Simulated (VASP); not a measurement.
Input:

```yaml
crystal:
  lattice:
    - [0.00000, 3.01000, 3.01000]
    - [3.01000, 0.00000, 3.01000]
    - [3.01000, 3.01000, 0.00000]
  atoms:
    - { symbol: Li, position: [0.00000, 0.00000, 0.00000] }
    - { symbol: I, position: [0.50000, 0.50000, 0.50000] }
```

The numbers are results of G0W0 on PBE orbitals, VASP's PBE PAW potentials (set 64) (plane waves; VASP 6.6.1), not measurements. Settings: PREC = Normal, 500 eV cut-off, 6×6×6 Γ-centred mesh, Gaussian smearing of 0.010 eV, potentials Li_sv_GW I_GW.

The mesh is coarse and the basis finite, so the quasiparticle values are not converged.

NBANDS = 120, ENCUTGW = 180 eV, NOMEGA = 64. The PBE levels (eV) that the step starts from are:

```csv
state,KS energy,filling
"k1 (0.00, 0.00, 0.00), band 2",-9.71,2
"k1 (0.00, 0.00, 0.00), band 3",1.91,2
"k1 (0.00, 0.00, 0.00), band 4",1.91,2
"k1 (0.00, 0.00, 0.00), band 5",1.91,2
"k1 (0.00, 0.00, 0.00), band 6",6.15,0
"k1 (0.00, 0.00, 0.00), band 7",10.24,0
"k1 (0.00, 0.00, 0.00), band 8",10.24,0
"k1 (0.00, 0.00, 0.00), band 9",10.24,0
"k4 (0.50, 0.00, 0.00), band 2",-9.20,2
"k4 (0.50, 0.00, 0.00), band 3",-1.04,2
"k4 (0.50, 0.00, 0.00), band 4",1.64,2
"k4 (0.50, 0.00, 0.00), band 5",1.64,2
"k4 (0.50, 0.00, 0.00), band 6",6.50,0
"k4 (0.50, 0.00, 0.00), band 7",8.14,0
"k4 (0.50, 0.00, 0.00), band 8",8.14,0
"k4 (0.50, 0.00, 0.00), band 9",11.62,0
"k15 (-0.33, 0.33, 0.17), band 2",-9.05,2
"k15 (-0.33, 0.33, 0.17), band 3",-0.55,2
"k15 (-0.33, 0.33, 0.17), band 4",0.11,2
"k15 (-0.33, 0.33, 0.17), band 5",1.01,2
"k15 (-0.33, 0.33, 0.17), band 6",7.89,0
"k15 (-0.33, 0.33, 0.17), band 7",8.11,0
"k15 (-0.33, 0.33, 0.17), band 8",9.99,0
"k15 (-0.33, 0.33, 0.17), band 9",10.50,0
```

Q: Give the quasiparticle energies and renormalisation factors Z.

A: 
```json
[
 {"state": "k1 (0.00, 0.00, 0.00), band 2", "QP energy (eV)": "-10.93", "Z": "0.73"},
 {"state": "k1 (0.00, 0.00, 0.00), band 3", "QP energy (eV)": "0.68", "Z": "0.79"},
 {"state": "k1 (0.00, 0.00, 0.00), band 4", "QP energy (eV)": "0.68", "Z": "0.79"},
 {"state": "k1 (0.00, 0.00, 0.00), band 5", "QP energy (eV)": "0.68", "Z": "0.79"},
 {"state": "k1 (0.00, 0.00, 0.00), band 6", "QP energy (eV)": "6.70", "Z": "0.81"},
 {"state": "k1 (0.00, 0.00, 0.00), band 7", "QP energy (eV)": "10.77", "Z": "0.80"},
 {"state": "k1 (0.00, 0.00, 0.00), band 8", "QP energy (eV)": "10.77", "Z": "0.80"},
 {"state": "k1 (0.00, 0.00, 0.00), band 9", "QP energy (eV)": "10.77", "Z": "0.80"},
 {"state": "k4 (0.50, 0.00, 0.00), band 2", "QP energy (eV)": "-10.33", "Z": "0.74"},
 {"state": "k4 (0.50, 0.00, 0.00), band 3", "QP energy (eV)": "-2.51", "Z": "0.75"},
 {"state": "k4 (0.50, 0.00, 0.00), band 4", "QP energy (eV)": "0.38", "Z": "0.78"},
 {"state": "k4 (0.50, 0.00, 0.00), band 5", "QP energy (eV)": "0.38", "Z": "0.78"},
 {"state": "k4 (0.50, 0.00, 0.00), band 6", "QP energy (eV)": "6.98", "Z": "0.81"},
 {"state": "k4 (0.50, 0.00, 0.00), band 7", "QP energy (eV)": "8.73", "Z": "0.80"},
 {"state": "k4 (0.50, 0.00, 0.00), band 8", "QP energy (eV)": "8.73", "Z": "0.80"},
 {"state": "k4 (0.50, 0.00, 0.00), band 9", "QP energy (eV)": "12.18", "Z": "0.76"},
 {"state": "k15 (-0.33, 0.33, 0.17), band 2", "QP energy (eV)": "-10.16", "Z": "0.74"},
 {"state": "k15 (-0.33, 0.33, 0.17), band 3", "QP energy (eV)": "-1.99", "Z": "0.76"},
 {"state": "k15 (-0.33, 0.33, 0.17), band 4", "QP energy (eV)": "-1.26", "Z": "0.77"},
 {"state": "k15 (-0.33, 0.33, 0.17), band 5", "QP energy (eV)": "-0.30", "Z": "0.78"},
 {"state": "k15 (-0.33, 0.33, 0.17), band 6", "QP energy (eV)": "8.44", "Z": "0.80"},
 {"state": "k15 (-0.33, 0.33, 0.17), band 7", "QP energy (eV)": "8.68", "Z": "0.80"},
 {"state": "k15 (-0.33, 0.33, 0.17), band 8", "QP energy (eV)": "10.60", "Z": "0.79"},
 {"state": "k15 (-0.33, 0.33, 0.17), band 9", "QP energy (eV)": "11.06", "Z": "0.78"}
]
```
On the mesh the gap opens from 4.24 to 6.02 eV.

The compound is LiI in the rock salt structure. The cell was not relaxed at this level.
